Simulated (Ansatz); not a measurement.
## V: do energies and stresses tell the same story?

These are results of DFT PBE, scalar-relativistic, plane waves, PAW (Ansatz), not measurements.

Settings: cutoff 420 eV, Γ-centred mesh 20×20×20 on the computed 1-atom cell, Gaussian smearing of 0.10 eV; no spin polarisation.

Relaxed cell: Im-3m, a = 2.997 Å, b = 2.997 Å, c = 2.997 Å, α = 90.00°, β = 90.00°, γ = 90.00°, 1 atom in the primitive cell.

Energies at zero smearing and pressures from the stress tensor, at volumes with shape and atoms relaxed:
```tsv
V (Å³/atom)	E − E(first) (meV/atom)	P (GPa)
12.655	0.00	12.68
13.059	-23.04	5.86
13.463	-30.08	-0.04
13.866	-23.26	-5.15
14.270	-4.44	-9.56
```

Question: Check P = −dE/dV between neighbouring volumes, and get the bulk modulus from the pressures alone.

Answer: With 1 eV/Å³ = 160.2 GPa:
```
middle V (Å³/atom)  −ΔE/ΔV (GPa) mean P (GPa)
            12.857         9.142         9.271
            13.261         2.791         2.913
            13.664        -2.706        -2.591
            14.068        -7.464        -7.352
```

The two differ by 0.13 GPa at most. The mean of two end pressures misses the average over a step by about ΔV² P″/12, up to 0.08 GPa here; with that taken off 0.06 GPa remains. The stress is the derivative of the free energy, not of the energy at zero smearing, and with free energies 0.00 GPa remains. Around V = 13.463 Å³/atom, the two neighbours give B = −V ΔP/ΔV = 13.463 × 11.01 / 0.808 = 183.5 GPa, against B0 = 183.2 GPa from the Birch–Murnaghan fit of the energies.

A ferromagnetic start lost its moments in a first run, so spin was left out; other magnetic orders weren't tried.